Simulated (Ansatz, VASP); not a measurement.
## Two plane-wave programs on Y

```xyz
2
Lattice="3.6474 0.0000 0.0000 -1.8237 3.1587 0.0000 0.0000 0.0000 5.5014" Properties=species:S:1:pos:R:3 pbc="T T T"
Y     1.8237    1.0529    4.1260
Y     0.0000    2.1058    1.3753
```

Alike in both runs: task single point; functional PBE; k mesh 7 × 7 × 4; occupations fermi-dirac, width 0.05 eV; no spin polarisation.

```csv
,VASP,Ansatz
version,VASP 6.6.1,Ansatz 0.2.0
potentials or method,"VASP PAW PBE potentials, release 64 (Y_sv)",Ansatz PAW
plane-wave cutoff (eV),520,420
valence electrons in the cell,22,22
```

```csv
,VASP,Ansatz,Ansatz less VASP
gap on the k mesh at the Fermi level (eV),none,none,-
pressure (GPa),1.6,1.7,+0.12
largest component of the traceless stress (GPa),1.08,1.08,-0.003
```

A gap of «none» marks a metal or a gap that the smearing closes.
